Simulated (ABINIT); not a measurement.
## SnTe: single point with RPBE

Crystal: SnTe.

```
Te Sn
1.0
     0.00000    3.15085    3.15085
     3.15085    0.00000    3.15085
     3.15085    3.15085    0.00000
Te Sn
1 1
Cartesian
  3.1509 3.1509 3.1509
  0.0000 0.0000 0.0000
```

```
Program             : ABINIT 10.8.3 (patched build)
Task                : single point
Functional          : RPBE
Potentials or basis : JTH PAW PBE v2.0
Cutoff              : 707 eV
k mesh              : 7 × 7 × 7
Occupations         : fermi-dirac, width 0.05 eV
Spin                : no spin polarisation
Fine-grid cutoff    : 1306.15 eV
```

```yaml
Pressure: 3.3 GPa
Valence_electrons_inside_the_program's_atomic_spheres: Te 3.12; Sn 11.80
```

Levels at points of the mesh, in eV from the Fermi level:
```tsv
k point	band 8	band 9	band 10	band 11	band 12	band 13
(0.00, 0.00, 0.00)	-2.26	-2.26	-2.26	3.37	3.37	3.37
```

Run time: 26 s on 1 thread of Arm Neoverse V1, on a shared host, peak memory 0.14 GiB.

Caveat: this odd mesh misses L, where the gap lies, so gap, dielectric constants and Born charges aren't listed; the PAW data sets were made with another functional, which shifts forces and pressure a little. The run has no spin-orbit coupling, so splittings on Te are missing.
